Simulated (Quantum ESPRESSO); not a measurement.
# SiC (Moissanite) (P6_3mc) in Quantum ESPRESSO: further runs

Runs on SiC (Moissanite). Level: LDA. Tasks: phonons.

Everything below comes from runs of Quantum ESPRESSO 7.5. Logs are shortened: lines on timing, memory, paths and dates and some standing lists are left out, and cuts for length are marked.

### Step 1. The structure

The structure is hexagonal, space group P6_3mc (No. 186). Conventional cell: a = 3.076 Å, b = 3.076 Å, c = 5.048 Å, α = 90.00°, β = 90.00°, γ = 120.00°. Si (site symmetry 3m) is surrounded by 4 C at 1.87 to 1.94 Å. Around C (site symmetry 3m) lie 4 Si at 1.87 to 1.94 Å.

### Step 2. Phonons, LDA, target pressure 10 GPa, at which the enthalpy is minimised

pw.in

```
&CONTROL
  calculation = 'scf'
  prefix = 'pwscf'
  outdir = './tmp'
  pseudo_dir = './pseudo'
  tprnfor = .true.
  tstress = .true.
  disk_io = 'low'
/
&SYSTEM
  ibrav = 0
  celldm(1) = 8
  nat = 4
  ntyp = 2
  ecutwfc = 82
  nbnd = 14
  occupations = 'smearing'
  smearing = 'fd'
  degauss = 0.00367493
/
&ELECTRONS
  conv_thr = 8d-10
  electron_maxstep = 120
  mixing_beta = 0.5
/
ATOMIC_SPECIES
Si    28.0850 Si.upf
C     12.0110 C.upf
CELL_PARAMETERS alat
  0.7265996949186   0.0000000000000   0.0000000000000
 -0.3632998474593   0.6292537941719   0.0000000000000
  0.0000000000000   0.0000000000000   1.1924171846389
ATOMIC_POSITIONS crystal
Si     0.6666666667    0.3333333333    0.5000000000
Si     0.3333333333    0.6666666667    0.0000000000
C      0.6666666667    0.3333333333    0.8850000000
C      0.3333333333    0.6666666667    0.3850000000
K_POINTS automatic
6 6 4 0 0 1
```

relax.in

```
&CONTROL
  calculation = 'vc-relax'
  prefix = 'pwscf'
  outdir = './tmp'
  pseudo_dir = './pseudo'
  tprnfor = .true.
  tstress = .true.
  disk_io = 'low'
  nstep = 40
  forc_conv_thr = 0.0001
  etot_conv_thr = 1d-06
/
&SYSTEM
  ibrav = 0
  celldm(1) = 8
  nat = 4
  ntyp = 2
  ecutwfc = 82
  nbnd = 14
  occupations = 'smearing'
  smearing = 'fd'
  degauss = 0.00367493
/
&ELECTRONS
  conv_thr = 8d-10
  electron_maxstep = 120
  mixing_beta = 0.5
/
&IONS
  ion_dynamics = 'bfgs'
/
&CELL
  cell_dynamics = 'bfgs'
  press = 100
  press_conv_thr = 0.2
/
ATOMIC_SPECIES
Si    28.0850 Si.upf
C     12.0110 C.upf
CELL_PARAMETERS alat
  0.7265996949186   0.0000000000000   0.0000000000000
 -0.3632998474593   0.6292537941719   0.0000000000000
  0.0000000000000   0.0000000000000   1.1924171846389
ATOMIC_POSITIONS crystal
Si     0.6666666667    0.3333333333    0.5000000000
Si     0.3333333333    0.6666666667    0.0000000000
C      0.6666666667    0.3333333333    0.8850000000
C      0.3333333333    0.6666666667    0.3850000000
K_POINTS automatic
6 6 4 0 0 1
```

scf2.in

```
&CONTROL
  calculation = 'scf'
  prefix = 'pwscf'
  outdir = './tmp'
  pseudo_dir = './pseudo'
  tprnfor = .true.
  tstress = .true.
  disk_io = 'low'
/
&SYSTEM
  ibrav = 0
  celldm(1) = 8
  nat = 4
  ntyp = 2
  ecutwfc = 82
  nbnd = 14
  occupations = 'fixed'
/
&ELECTRONS
  conv_thr = 1d-13
  electron_maxstep = 120
  mixing_beta = 0.5
  startingpot = 'file'
  startingwfc = 'file'
/
ATOMIC_SPECIES
Si    28.0850 Si.upf
C     12.0110 C.upf
CELL_PARAMETERS alat
  0.7118870213949   0.0000000000068   0.0000000000000
 -0.3559435107034   0.6165122451490   0.0000000000000
  0.0000000000000   0.0000000000000   1.1675925752182
ATOMIC_POSITIONS crystal
Si     0.6666666666    0.3333333332    0.5045620762
Si     0.3333333332    0.6666666666    0.0045620762
C      0.6666666666    0.3333333332    0.8804379238
C      0.3333333332    0.6666666666    0.3804379238
K_POINTS automatic
6 6 4 0 0 1
```

ph.in

```
phonons of SiC
&INPUTPH
  prefix = 'pwscf'
  outdir = './tmp'
  tr2_ph = 1d-18
  fildyn = 'dyn'
  niter_ph = 90
  alpha_mix(1) = 0.7
  epsil = .true.
/
0.0000000000 0.0000000000 0.0000000000
```

dynmat.in

```
&INPUT
  fildyn = 'dyn'
  asr = 'crystal'
  lperm = .true.
  filout = 'dynmat.disp'
  fileig = 'dynmat.eig'
/
```

dynmat_lo.in

```
&INPUT
  fildyn = 'dyn'
  asr = 'crystal'
  filout = 'dynmat_lo.disp'
  fileig = 'dynmat_lo.eig'
  q(1) = 0
  q(2) = 0
  q(3) = 1
/
```

Potentials or basis: PseudoDojo 0.4.1 SR LDA standard.

Command:

```
OMP_NUM_THREADS=1 mpirun -n 4 pw.x -nk 2 -in pw.in > pw.out
OMP_NUM_THREADS=1 mpirun -n 4 pw.x -nk 2 -in relax.in > relax.out
OMP_NUM_THREADS=1 mpirun -n 4 pw.x -nk 2 -in scf2.in > scf2.out
OMP_NUM_THREADS=1 mpirun -n 4 ph.x -nk 2 -in ph.in > ph.out
OMP_NUM_THREADS=1 mpirun -n 1 dynmat.x -in dynmat.in > dynmat.out
OMP_NUM_THREADS=1 mpirun -n 1 dynmat.x -in dynmat_lo.in > dynmat_lo.out
```

pw.out:

```text
This program is part of the open-source Quantum ESPRESSO suite
     for quantum simulation of materials; please cite
[... 6 lines left out ...]
     using ibrav=0 with symmetry is DISCOURAGED, use correct ibrav instead

     K-points division:     npool     =       2
     Subspace diagonalization in iterative solution of the eigenvalue problem:
     a serial algorithm will be used

     --------------------
     sticks:   dense  smooth     PW     G-vecs:    dense   smooth      PW
     Min         378     378    111                13994    13994    2236
     Max         379     379    112                13997    13997    2239
     Sum         757     757    223                27991    27991    4475

     Using Slab Decomposition

     bravais-lattice index     =            0
     lattice parameter (alat)  =       8.0000  a.u.
     unit-cell volume          =     279.1382 (a.u.)^3
     number of atoms/cell      =            4
     number of atomic types    =            2
     number of electrons       =        16.00
     number of Kohn-Sham states=           14
     kinetic-energy cutoff     =      82.0000  Ry
     charge density cutoff     =     328.0000  Ry
     scf convergence threshold =      8.0E-10
     mixing beta               =       0.5000
     number of iterations used =            8  plain     mixing
     Exchange-correlation= SLA  PW   NOGX NOGC
                           (   1   4   0   0   0   0   0)

     celldm(1)=   8.000000  celldm(2)=   0.000000  celldm(3)=   0.000000
     celldm(4)=   0.000000  celldm(5)=   0.000000  celldm(6)=   0.000000

     crystal axes: (cart. coord. in units of alat)
               a(1) = (   0.726600   0.000000   0.000000 )
               a(2) = (  -0.363300   0.629254   0.000000 )
               a(3) = (   0.000000   0.000000   1.192417 )

     reciprocal axes: (cart. coord. in units 2 pi/alat)
               b(1) = (  1.376274  0.794592 -0.000000 )
               b(2) = (  0.000000  1.589184  0.000000 )
               b(3) = (  0.000000 -0.000000  0.838633 )

     PseudoPot. # 1 for Si read from file:
     Si.upf
     Pseudo is Norm-conserving + core correction, Zval =  4.0
     Generated using ONCVPSP code by D. R. Hamann
     Using radial grid of 1510 points,  6 beta functions with:
                l(1) =   0
                l(2) =   0
                l(3) =   1
                l(4) =   1
                l(5) =   2
                l(6) =   2

     PseudoPot. # 2 for C  read from file:
     C.upf
     Pseudo is Norm-conserving + core correction, Zval =  4.0
     Generated using ONCVPSP code by D. R. Hamann
     Using radial grid of 1234 points,  4 beta functions with:
                l(1) =   0
                l(2) =   0
                l(3) =   1
                l(4) =   1

     atomic species   valence    mass     pseudopotential
     Si                4.00    28.08500     Si( 1.00)
     C                 4.00    12.01100     C ( 1.00)

     12 Sym. Ops. (no inversion) found ( 6 have fractional translation)

   Cartesian axes

     site n.     atom                  positions (alat units)
         1        Si     tau(   1) = (   0.3632998   0.2097513   0.5962086  )
         2        Si     tau(   2) = (  -0.0000000   0.4195025   0.0000000  )
         3        C      tau(   3) = (   0.3632998   0.2097513   1.0552892  )
         4        C      tau(   4) = (  -0.0000000   0.4195025   0.4590806  )

     number of k points=    14  Fermi-Dirac smearing, width (Ry)=  0.0037
                       cart. coord. in units 2pi/alat
        k(    1) = (   0.0000000   0.0000000   0.1048291), wk =   0.0277778
        k(    2) = (   0.0000000   0.0000000   0.3144872), wk =   0.0277778
        k(    3) = (   0.0000000   0.2648640   0.1048291), wk =   0.1666667
        k(    4) = (   0.0000000   0.2648640   0.3144872), wk =   0.1666667
        k(    5) = (   0.0000000   0.5297280   0.1048291), wk =   0.1666667
        k(    6) = (   0.0000000   0.5297280   0.3144872), wk =   0.1666667
        k(    7) = (   0.0000000  -0.7945920   0.1048291), wk =   0.0833333
        k(    8) = (   0.0000000  -0.7945920   0.3144872), wk =   0.0833333
        k(    9) = (   0.2293789   0.3972960   0.1048291), wk =   0.1666667
        k(   10) = (   0.2293789   0.3972960   0.3144872), wk =   0.1666667
        k(   11) = (   0.2293789   0.6621600   0.1048291), wk =   0.3333333
        k(   12) = (   0.2293789   0.6621600   0.3144872), wk =   0.3333333
        k(   13) = (   0.4587579   0.7945920   0.1048291), wk =   0.0555556
        k(   14) = (   0.4587579   0.7945920   0.3144872), wk =   0.0555556

     Dense  grid:    27991 G-vectors     FFT dimensions: (  36,  36,  60)

     Initial potential from superposition of free atoms

     starting charge      15.9988, renormalised to      16.0000
     Starting wfcs are   16 randomized atomic wfcs

     Self-consistent Calculation

     iteration #  1     ecut=    82.00 Ry     beta= 0.50
     Davidson diagonalization with overlap
     ethr =  1.00E-02,  avg # of iterations =  3.5

     total energy              =     -41.03038995 Ry
     estimated scf accuracy    <       0.91648854 Ry

     iteration #  2     ecut=    82.00 Ry     beta= 0.50
     Davidson diagonalization with overlap
     ethr =  5.73E-03,  avg # of iterations =  2.0

     total energy              =     -41.25820600 Ry
     estimated scf accuracy    <       0.04960570 Ry

     iteration #  3     ecut=    82.00 Ry     beta= 0.50
     Davidson diagonalization with overlap
     ethr =  3.10E-04,  avg # of iterations =  3.4

     total energy              =     -41.26132064 Ry
     estimated scf accuracy    <       0.00701373 Ry

     iteration #  4     ecut=    82.00 Ry     beta= 0.50
     Davidson diagonalization with overlap
     ethr =  4.38E-05,  avg # of iterations =  4.5

     total energy              =     -41.26198635 Ry
     estimated scf accuracy    <       0.00201051 Ry

     iteration #  5     ecut=    82.00 Ry     beta= 0.50
     Davidson diagonalization with overlap
     ethr =  1.26E-05,  avg # of iterations =  3.7

     total energy              =     -41.26249739 Ry
     estimated scf accuracy    <       0.00011037 Ry

     iteration #  6     ecut=    82.00 Ry     beta= 0.50
     Davidson diagonalization with overlap
     ethr =  6.90E-07,  avg # of iterations =  3.5

     total energy              =     -41.26252202 Ry
     estimated scf accuracy    <       0.00000132 Ry

     iteration #  7     ecut=    82.00 Ry     beta= 0.50
     Davidson diagonalization with overlap
     ethr =  8.22E-09,  avg # of iterations =  2.2

     total energy              =     -41.26252247 Ry
     estimated scf accuracy    <       0.00000010 Ry

     iteration #  8     ecut=    82.00 Ry     beta= 0.50
     Davidson diagonalization with overlap
     ethr =  6.41E-10,  avg # of iterations =  2.5

     total energy              =     -41.26252249 Ry
     estimated scf accuracy    <          9.2E-09 Ry

     iteration #  9     ecut=    82.00 Ry     beta= 0.50
     Davidson diagonalization with overlap
     ethr =  5.73E-11,  avg # of iterations =  2.6

     End of self-consistent calculation

          k = 0.0000 0.0000 0.1048 (  3507 PWs)   bands (ev):

    -6.0113  -2.8654   1.2920   8.0407   8.0407   9.1028   9.2242   9.2242
    14.2064  15.9256  15.9881  15.9881  16.8193  17.9935

          k = 0.0000 0.0000 0.3145 (  3538 PWs)   bands (ev):

    -5.4086  -4.2598   3.6683   6.5986   8.3531   8.3531   8.8408   8.8408
    14.7493  15.7488  16.2988  16.2991  17.0849  17.6209

          k = 0.0000 0.2649 0.1048 (  3512 PWs)   bands (ev):

    -5.5308  -2.4409   1.7076   5.9097   7.3656   7.5559   8.8989   8.9906
    14.1481  15.8232  16.3575  16.8674  16.9200  18.1592

          k = 0.0000 0.2649 0.3145 (  3512 PWs)   bands (ev):

    -4.9345  -3.8017   3.9137   6.2236   6.4919   7.6415   7.7449   8.3681
    14.3090  15.2219  16.4624  17.0858  17.4417  18.3431

          k = 0.0000 0.5297 0.1048 (  3502 PWs)   bands (ev):

    -4.1538  -1.3595   2.0767   3.5368   4.7258   6.4297   7.9148   8.2447
    12.6974  14.0035  16.3046  17.2165  17.6535  19.1731

          k = 0.0000 0.5297 0.3145 (  3479 PWs)   bands (ev):

    -3.5857  -2.5307   2.5739   3.5645   5.5864   6.8601   7.5898   7.6388
    12.7582  13.6658  15.0453  16.6464  18.6566  19.9497

          k = 0.0000-0.7946 0.1048 (  3492 PWs)   bands (ev):

    -2.6528  -1.2510   1.3352   2.7367   4.5072   6.0624   6.5848   7.9519
    12.1453  13.3238  16.3135  16.9376  17.9142  18.8606

          k = 0.0000-0.7946 0.3145 (  3476 PWs)   bands (ev):

    -2.1805  -1.4981   0.8532   1.5500   6.3748   6.5060   7.2634   7.5484
    12.3933  12.7052  14.9435  15.0245  18.6343  20.0878

          k = 0.2294 0.3973 0.1048 (  3494 PWs)   bands (ev):

    -4.5971  -1.6667   2.3338   4.1975   5.2031   6.3131   7.6936   8.4513
    14.6370  14.9486  15.8706  16.4125  18.0592  18.3427

          k = 0.2294 0.3973 0.3145 (  3501 PWs)   bands (ev):

    -4.0174  -2.9283   3.5402   4.6350   5.5978   6.1641   6.9735   7.7777
    14.2997  14.7179  16.2770  16.9887  17.9830  18.0410

          k = 0.2294 0.6622 0.1048 (  3494 PWs)   bands (ev):

    -2.9282  -0.9167   1.6870   3.4076   4.2472   4.7996   6.6474   7.0798
    13.1018  14.5983  16.2264  17.5209  18.3735  19.3508

          k = 0.2294 0.6622 0.3145 (  3498 PWs)   bands (ev):

    -2.4181  -1.5616   1.5638   2.3681   4.8172   5.7101   6.5872   7.8563
    13.4049  14.4433  15.4206  16.2577  17.5340  19.1435

          k = 0.4588 0.7946 0.1048 (  3501 PWs)   bands (ev):

    -1.4773  -1.4773   2.6538   2.7684   2.7684   5.2339   5.8980   5.8980
    12.1024  17.1602  17.1602  17.3594  19.2304  19.2305

          k = 0.4588 0.7946 0.3145 (  3510 PWs)   bands (ev):

    -1.2506  -1.2506   1.7709   1.7709   3.2071   4.2076   7.4688   7.4688
    14.1503  14.7587  14.7587  16.4938  19.6050  19.6051

     the Fermi energy is    10.4257 ev

!    total energy              =     -41.26252249 Ry
     estimated scf accuracy    <          6.7E-11 Ry
     smearing contrib. (-TS)   =      -0.00000000 Ry
     internal energy E=F+TS    =     -41.26252249 Ry

     The total energy is F=E-TS. E is the sum of the following terms:
     one-electron contribution =      10.94609873 Ry
     hartree contribution      =       4.70373122 Ry
     xc contribution           =     -15.12316324 Ry
     ewald contribution        =     -41.78918921 Ry

     convergence has been achieved in   9 iterations

     Forces acting on atoms (cartesian axes, Ry/au):

     atom    1 type  1   force =     0.00000000    0.00000000    0.02821406
     atom    2 type  1   force =    -0.00000000    0.00000000    0.02821406
     atom    3 type  2   force =     0.00000000    0.00000000   -0.02821406
     atom    4 type  2   force =     0.00000000    0.00000000   -0.02821406

     Total force =     0.056428     Total SCF correction =     0.000001

     Computing stress (Cartesian axis) and pressure

          total   stress  (Ry/bohr**3)                   (kbar)     P=      -45.11
  -0.00021096  -0.00000000  -0.00000000          -31.03       -0.00       -0.00
  -0.00000000  -0.00021096  -0.00000000           -0.00      -31.03       -0.00
   0.00000000   0.00000000  -0.00049806            0.00        0.00      -73.27

=------------------------------------------------------------------------------=
   JOB DONE.
=------------------------------------------------------------------------------=
```

Wall time 3.6 min (4 MPI ranks of Intel Xeon at 2.50GHz (Skylake/Cascade Lake), shared host); peak memory 0.28 GiB.

Results:

| Item | Value |
| --- | --- |
| Free energy | -561.4040 eV |
| Relaxed volume | 9.72 Å³/atom |
| Relaxed cell | a = 3.014 Å, b = 3.014 Å, c = 4.943 Å, α = 90.00°, β = 90.00°, γ = 120.00° |
| Space group after relaxing (to 0.05 Å) | P6_3mc (No. 186) |
| Pressure after relaxing | 10.0 GPa |
| Electronic dielectric tensor (diagonal) | 7.16, 7.16, 7.17 |
| Born charges (mean of the diagonal) | Si +2.76; C -2.85 e |
| Highest phonon frequency at Γ, LO-TO splitting left out | 883 cm⁻¹ |
| Static dielectric tensor (diagonal) | 10.38, 10.38, 11.11 |

Step by step:
| step | energy change (eV) | largest force (eV/Å) | pressure (GPa) | volume (Å³) |
| --- | --- | --- | --- | --- |
| 1 | 0.0000 | 0.7254 | -4.51 | 41.36 |
| 2 | 0.0417 | 0.2297 | 13.53 | 38.38 |
| 3 | 0.0012 | 0.0901 | 9.93 | 38.89 |
| 4 | -0.0014 | 0.0288 | 9.79 | 38.91 |
| 5 | 0.0002 | 0.0039 | 9.98 | 38.88 |
| 6 | 0.0003 | 0.0008 | 10.00 | 38.88 |

Final structure:
```
Si C
1.0
     3.01372    0.00000    0.00000
    -1.50686    2.60995    0.00000
     0.00000    0.00000    4.94291
Si C
2 2
Direct
  0.66667 0.33333 0.50456
  0.33333 0.66667 0.00456
  0.66667 0.33333 0.88044
  0.33333 0.66667 0.38044
```

Phonon frequencies in cm⁻¹ (negative: imaginary):
```
              q point                                frequencies
(0.000, 0.000, 0.000)  0 0 0 257 257 621 807 810 810 840 840 883
```

Electronic dielectric tensor:
```
7.16 0.00 0.00
0.00 7.16 0.00
0.00 0.00 7.17
```

Born effective charge tensors (e):
atom 1, Si
```
2.68 0.00 0.00
0.00 2.68 0.00
0.00 0.00 2.91
```
atom 2, Si
```
2.68 0.00 0.00
0.00 2.68 0.00
0.00 0.00 2.91
```
atom 3, C
```
-2.82  0.00  0.00
 0.00 -2.82  0.00
 0.00  0.00 -2.93
```
atom 4, C
```
-2.82  0.00  0.00
 0.00 -2.82  0.00
 0.00  0.00 -2.93
```

Optical modes at Γ, degenerate ones joined, polar ones without the macroscopic field:
| cm⁻¹ | components | symmetry | active in | IR intensity, summed ((D/Å)²/amu) |
| --- | --- | --- | --- | --- |
| 257 | 2 | E2 | Raman | 0.00 |
| 621 | 1 | B1 | silent | 0.00 |
| 807 | 1 | A1 | IR and Raman | 46.81 |
| 810 | 2 | E2 | Raman | 0.00 |
| 840 | 2 | E1 | IR and Raman | 82.83 |
| 883 | 1 | B1 | silent | 0.00 |

Zone-centre frequencies without and with the macroscopic field along z (cm⁻¹):
```csv
,optical modes in rising order
without,257 257 621 807 810 810 840 840 883
with the field,257 257 621 810 810 840 840 883 1005
```

Static dielectric tensor, electrons and zone-centre modes:
```
10.38  0.00  0.00
 0.00 10.38  0.00
 0.00  0.00 11.11
```

Caveat: the mesh is thin for the dielectric tensor, Born charges and intensities, which usually come out too large; the cell is more than 3 GPa from zero pressure, which shifts response properties; the Born charges break their sum rule by 0.20 e, a sign of too thin a mesh.

(Part 1 of 4 ends here.)
